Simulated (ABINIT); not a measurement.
## La2O3 in ABINIT: the effect of functional

The system is La2O3.

```
CELL_PARAMETERS angstrom
3.93078 0.00000 0.00000
-1.96539 3.40415 0.00000
0.00000 0.00000 6.11195
ATOMIC_POSITIONS crystal
La 0.33333 0.66667 0.24624
La 0.66667 0.33333 0.75376
O 0.00000 0.00000 0.00000
O 0.33333 0.66667 0.64589
O 0.66667 0.33333 0.35411
```

The cell is a database's computed one.

Alike in all runs:

| Item | Value |
| --- | --- |
| Program | ABINIT 10.8.3 (patched build) |
| Task | band structure |
| Cutoff | 626 eV |
| k mesh | 8 × 8 × 5 |
| Occupations | fermi-dirac, width 0.05 eV |
| Spin | no spin polarisation |

| functional | potentials or basis | gap on the mesh (eV) | pressure (GPa) | largest force (eV/Å) |
| --- | --- | --- | --- | --- |
| PBE | JTH PAW PBE v2.0 | ? | ? | ? |
| LDA | JTH PAW LDA v2.0 | 3.78 | -5.5 | 0.09 |
| PBEsol | JTH PAW PBE v2.0 | 3.82 | -2.1 | 0.02 |

**Question.** What does the run with functional PBE give?

**Answer.** gap on the mesh 3.88 eV; pressure 2.7 GPa; largest force 0.09 eV/Å.

Caveats: spin-orbit coupling is left out, which moves the levels of the heavy elements; the PAW data sets were made with another functional, which shifts forces and pressure a little (some runs).

A k mesh can miss the band edges.
